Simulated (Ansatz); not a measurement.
# Co: the cost of one run

Computed with Ansatz 0.2.0 (DFT PBE, scalar-relativistic, plane waves, PAW, unless a step's input says otherwise).

4 further runs of the same task are left out: 2 that didn't finish, 2 set aside as unsound or not needed.

**1. The system as given**

Symmetry: P6_3/mmc, No. 194, hexagonal system. Conventional cell: a = 2.492 Å, b = 2.492 Å, c = 4.034 Å, α = 90.00°, β = 90.00°, γ = 120.00°. Around Co (site symmetry -6m2) lie 12 Co at 2.48 to 2.49 Å.

As a file:

```xyz
6
Lattice="-1.2461 -2.1583 0.0000 1.2461 -2.1583 0.0000 0.0000 0.0000 12.1012" Properties=species:S:1:pos:R:3 pbc="T T T"
Co    0.0000   -1.4388    1.0084
Co    0.0000   -1.4388    5.0422
Co    0.0000   -1.4388    9.0759
Co    0.0000   -2.8777    3.0253
Co    0.0000   -2.8777    7.0591
Co    0.0000   -2.8777   11.0928
```

It goes back to an entry of the Materials Project.

It is built from the cell relaxed beforehand with the same method (10.85 Å³/atom).

**2. Zero of the scan**

input.yaml

```yaml
crystal:
  lattice:
    - [-1.246072469, -2.1582608262, 0.0]
    - [1.246072469, -2.1582608262, 0.0]
    - [0.0, 0.0, 12.1012332078]
  atoms:
    - { symbol: Co, position: [0.3333333333, 0.3333333333, 0.083332683], spin: 1.84 }
    - { symbol: Co, position: [0.3333333333, 0.3333333333, 0.4166660163], spin: 1.84 }
    - { symbol: Co, position: [0.3333333333, 0.3333333333, 0.7499993496], spin: 1.84 }
    - { symbol: Co, position: [0.6666666667, 0.6666666667, 0.2500006504], spin: 1.84 }
    - { symbol: Co, position: [0.6666666667, 0.6666666667, 0.5833339837], spin: 1.84 }
    - { symbol: Co, position: [0.6666666667, 0.6666666667, 0.916667317], spin: 1.84 }
basis:
  ecutwfc: 420
kpoints:
  mp_grid: { grid: [27, 27, 5] }
hamiltonian:
  xc: pbe
scf:
  occupations: { method: gaussian, width: 0.15 }
output:
  forces: true
  stress: true
  eigenvalues: true
  populations: true
  write_density: true
  write_potential: true
  elf: true
  volumetric_format: npy
magnetization:
  spin_polarized: true
```

Command:

```sh
ansatz run input.yaml --threads 2 --pin off --max-ram 5120MiB --backend cpu --events-out ev --progress --plain --runs-dir out
```

Q: Estimate wall time and peak memory on 2 threads of AMD EPYC 9R45 (Zen 5), shared host.

About 30 s, with a peak of 1.6 GiB.
